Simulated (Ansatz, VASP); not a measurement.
**Sb: VASP beside Ansatz**

File INCAR:

```
PREC = Accurate ; ENCUT = 520
EDIFF = 1E-7 ; ISMEAR = -1
SIGMA = 0.05 ; LREAL = F
LASPH = T ; NELM = 100
ALGO = Normal ; ISIF = 2
LWAVE = F ; LCHARG = F
GGA = PS ; NBANDS = 12
```

Contents of KPOINTS:

```
regular mesh
0
Gamma
  8 8 8
```

File POSCAR:

```
Sb
1.0
    2.1397418462      1.2353805309      3.7327777635
   -2.1397418462      1.2353805309      3.7327777635
    0.0000000000     -2.4707610619      3.7327777635
Sb
2
Direct
    0.7665100000      0.7665100000      0.7665100000
    0.2334900000      0.2334900000      0.2334900000
```

The input input.yaml:

```yaml
crystal:
  lattice:
    - [2.1397418462, 1.2353805309, 3.7327777635]
    - [-2.1397418462, 1.2353805309, 3.7327777635]
    - [0.0, -2.4707610619, 3.7327777635]
  atoms:
    - { symbol: Sb, position: [0.76651, 0.76651, 0.76651] }
    - { symbol: Sb, position: [0.23349, 0.23349, 0.23349] }
hamiltonian:
  xc: pbesol
  pseudopotentials: { kind: paw }
kpoints:
  mp_grid: { grid: [8, 8, 8] }
scf:
  occupations: { method: fermi_dirac, width: 0.05 }
output:
  forces: true
  stress: true
  eigenvalues: true
```

Change from the starting cell: volume scaled by 0.98.

Alike in both runs: task single point; functional PBEsol; k mesh 8 × 8 × 8; occupations fermi-dirac, width 0.05 eV; no spin polarisation.

|  | VASP | Ansatz |
| --- | --- | --- |
| version | VASP 6.6.1 | Ansatz 0.2.0 |
| potentials or method | VASP PAW PBE potentials, release 64 (Sb) | Ansatz PAW |
| plane-wave cutoff (eV) | 520 | 420 |
| valence electrons in the cell | 10 | 30 |

Ansatz gave:

* gap on the k mesh at the Fermi level (eV): none
* pressure (GPa): 1.2
* largest component of the traceless stress (GPa): 0.52
* rms of the force components (eV/Å): 0.123

Task: Which values does VASP return?

Result: gap on the k mesh at the Fermi level (eV): none; pressure (GPa): 1.4; largest component of the traceless stress (GPa): 0.59; rms of the force components (eV/Å): 0.156.

Atom by atom the forces differ by 0.033 eV/Å (rms over components). A gap of «none» marks a metal or a gap that the smearing closes. The two sets of potentials don't hold the same shells in valence.

Caveats: the PAW data sets were made with another functional, which shifts forces and pressure a little (VASP); the PAW data sets come from PBE, with cores solved anew for the run's functional, which leaves a small shift of forces and pressure (Ansatz). Spin-orbit coupling is left out, which matters for the levels of Sb.
